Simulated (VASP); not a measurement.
Crystal: FeSi2 (Linzhiite).

```
Fe Si
1.0
     2.68400    0.00000    0.00000
     0.00000    2.68400    0.00000
     0.00000    0.00000    5.12800
Fe Si
1 2
Cartesian
  0.0000 0.0000 0.0000
  1.3420 1.3420 3.7434
  1.3420 1.3420 1.3846
```

* Program: VASP 6.6.1
* Task: relaxation of cell and atoms
* Functional: LAK
* Potentials or basis: VASP PAW PBE potentials, release 64 (Fe, Si)
* Cutoff: 600 eV
* k mesh: 7 × 7 × 4
* Occupations: gaussian, width 0.05 eV
* Spin: collinear spin, ferromagnetic start
* Starting moments: [3.0, 0.0, 0.0] μB

At the start: pressure 2.3 GPa; volume 12.31 Å³/atom.

Task: How do energy, volume and symmetry change on relaxing?

Result: Over 6 steps the energy falls by 3.3 meV/atom and the volume is 12.44 Å³/atom (+1.0 %); space group P4/mmm (No. 123, to 0.05 Å); moment 0.20 μB per cell.

Step by step:
```tsv
step	energy change (eV)	largest force (eV/Å)	pressure (GPa)	volume (Å³)
1	0.0000	0.4031	2.27	36.94
2	-0.0006	0.3774	-3.12	37.88
3	-0.0090	0.0106	-0.64	37.42
4	-0.0094	0.0665	0.46	37.24
5	-0.0098	0.0336	0.08	37.31
6	-0.0098	0.0003	-0.04	37.33
```

Final structure:
```cif
data_structure
_symmetry_space_group_name_H-M 'P 1'
_symmetry_Int_Tables_number 1
_cell_length_a 2.7036
_cell_length_b 2.7036
_cell_length_c 5.1069
_cell_angle_alpha 90.000
_cell_angle_beta 90.000
_cell_angle_gamma 90.000
_cell_volume 37.33
loop_
_atom_site_label
_atom_site_type_symbol
_atom_site_fract_x
_atom_site_fract_y
_atom_site_fract_z
_atom_site_occupancy
Fe1 Fe 0.00000 0.00000 0.00000 1
Si1 Si 0.50000 0.50000 0.72810 1
Si2 Si 0.50000 0.50000 0.27190 1
```

Caveat: the PAW data sets were made with another functional, which shifts forces and pressure a little.
